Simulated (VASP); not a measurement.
# Settings for AlN: relaxation of the atoms

AlN, P1 (no. 1), 8 atoms in the cell. PBE, relaxation of the atoms; PAW potentials Al, N (PBE set). VASP 6.6.1.

Wanted: energy within 1 meV/atom; two shortest distances of each atom within 0.01 Å.

POSCAR:
```
AlN
1.0
    4.0690360000      0.0000000000      0.0000000000
    0.0000000000      4.0690360000      0.0000000000
    0.0000000000      0.0000000000      4.0690360000
Al N
4 4
Direct
    0.5109830000      0.5070720000      0.5015220000
   -0.0170900000      0.0084980000      0.5034960000
   -0.0040440000      0.5029770000      0.0021030000
    0.5101070000     -0.0064340000      0.0052040000
   -0.0074410000     -0.0096910000     -0.0123130000
    0.5152950000      0.4937590000     -0.0090840000
    0.4917850000     -0.0112970000      0.4960340000
    0.0004060000      0.5151160000      0.5130370000
```

The series start from Force threshold EDIFFG (eV/Å): -0.02; Electronic threshold EDIFF (eV): 1e-6; Relaxation method: conjugate gradient, POTIM 0.5; Mixing and least electronic steps: default. Each series keeps the choices made before it, and each single choice may use up half of a tolerance.

## Force threshold EDIFFG (eV/Å)

| Force threshold EDIFFG (eV/Å) | Energy less reference (meV/atom) | Two shortest distances of each atom, largest deviation (Å) | SCF iterations | Time (s) |
|---|---|---|---|---|
| -0.1 | 0.0 | 0.003 | 43 | 19 |
| -0.05 | 0.0 | 0.003 | 43 | 19 |
| -0.03 | 0.0 | 0.002 | 47 | 18 |
| -0.02 | 0.0 | 0.000 | 51 | 25 |
| -0.01 | 0.0 | 0.000 | 51 | 20 |
| -0.005 | 0.0 | 0.000 | 53 | 24 |
| -0.002 (reference) | 0.0 | 0.000 | 61 | 28 |

Chosen: -0.1, the loosest value from which every tighter one stays within half of the tolerance.

## Electronic threshold EDIFF (eV)

| Electronic threshold EDIFF (eV) | Energy less reference (meV/atom) | Two shortest distances of each atom, largest deviation (Å) | SCF iterations | Time (s) |
|---|---|---|---|---|
| 0.001 | 0.0 | 0.001 | 27 | 14 |
| 0.0001 | 0.0 | 0.000 | 32 | 15 |
| 1e-5 | 0.0 | 0.000 | 36 | 16 |
| 1e-6 | 0.0 | 0.000 | 43 | 19 |
| 1e-7 (reference) | 0.0 | 0.000 | 49 | 19 |

Chosen: 0.001.

## Relaxation method

| Relaxation method | Energy less reference (meV/atom) | Two shortest distances of each atom, largest deviation (Å) | SCF iterations | Time (s) |
|---|---|---|---|---|
| conjugate gradient, POTIM 0.5 | 0.0 | 0.000 | 27 | 14 |
| conjugate gradient, POTIM 0.2 | 0.1 | 0.003 | 26 | 13 |
| conjugate gradient, POTIM 1.0 | 0.0 | 0.002 | 30 | 15 |
| quasi-Newton, POTIM 0.5 | 0.1 | 0.002 | 21 | 11 |
| quasi-Newton, POTIM 0.3, 10 steps kept | 0.0 | 0.002 | 24 | 10 |
| quasi-Newton, POTIM 0.5, at least 5 electronic steps | 0.1 | 0.002 | 25 | 11 |
| damped dynamics, POTIM 0.2, SMASS 0.4 | 0.1 | 0.003 | 53 | 26 |
| damped dynamics, POTIM 0.4, SMASS 0.8 | 0.0 | 0.002 | 33 | 17 |
| velocity quench, POTIM 0.1 | 0.0 | 0.003 | 26 | 12 |

Chosen: quasi-Newton, POTIM 0.5; it saves 3.3 s of 14, so conjugate gradient, POTIM 0.5 would do nearly as well.

## Mixing and least electronic steps

| Mixing and least electronic steps | Energy less reference (meV/atom) | Two shortest distances of each atom, largest deviation (Å) | SCF iterations | Time (s) |
|---|---|---|---|---|
| default | 0.0 | 0.000 | 21 | 11 |
| MAXMIX 40 | 0.0 | 0.002 | 21 | 10 |
| NELMIN 4 | 0.0 | 0.000 | 23 | 11 |
| NELMIN 4, MAXMIX 40 | 0.0 | 0.000 | 23 | 11 |
| ALGO Fast | 0.0 | 0.001 | 22 | 10 |

Chosen: default; no other choice that stays within half of the tolerance saves 30 % of the time.

## All choices together

| Input | Energy less reference (meV/atom) | Two shortest distances of each atom, largest deviation (Å) | Time (s) |
|---|---|---|---|
| program defaults (naive) | 0.0 | 0.002 | 17 |
| chosen settings | 0.1 | 0.003 | 11 |
| reference settings throughout | 0.0 | 0.000 | 23 |

The tolerance is met.

## The input

INCAR:
```
SYSTEM = AlN
PREC     = Normal         ! precision mode
ENCUT    = 500            ! plane-wave cutoff, eV
EDIFF    = 0.001          ! SCF threshold, eV
ISMEAR   = 0              ! smearing method
SIGMA    = 0.05           ! smearing width, eV
LREAL    = .False.        ! projectors in reciprocal space
LASPH    = .True.         ! aspherical terms in the spheres
NELM     = 100            ! most SCF steps
ALGO     = Normal         ! electronic algorithm
LWAVE    = .False.        ! write WAVECAR
LCHARG   = .False.        ! write CHGCAR
IBRION   = 1              ! ionic algorithm
NSW      = 150            ! ionic steps
ISIF     = 2              ! what is computed and relaxed
EDIFFG   = -0.1           ! ionic threshold
POTIM    = 0.5            ! step
KPAR     = 8             
```

KPOINTS:
```
k-points
0
Gamma
  4 4 4
```

Commands:
```
cat potpaw_PBE.64/Al/POTCAR potpaw_PBE.64/N/POTCAR > POTCAR
mpirun -np 8 vasp_std > vasp.out
```

The naive input happens to agree within the tolerance here, in 17 s.

Limits: the start was distorted on purpose (atoms moved at random), so the space group given is the start's and not the crystal's.

The chosen input took VASP 6.6.1 11 s on 8 cores (Intel Xeon Platinum 8488C (Sapphire Rapids)), a shared host.

## An input that fails: ionic step far too long

VASP's message: internal error in: us.F  at line: 1398 internal ERROR SETYLM_AUG: -34 16 686 14 -35 15 15 If you are not a developer, you should not encounter this problem. Please submit a bug report.

Changes against the starting input:
```
- NELM = 100
- IBRION = 2
- NSW = 150
- POTIM = 0.5
+ NELM = 60
+ IBRION = 3
+ NSW = 30
+ POTIM = 5.0
+ SMASS = 0.4
```
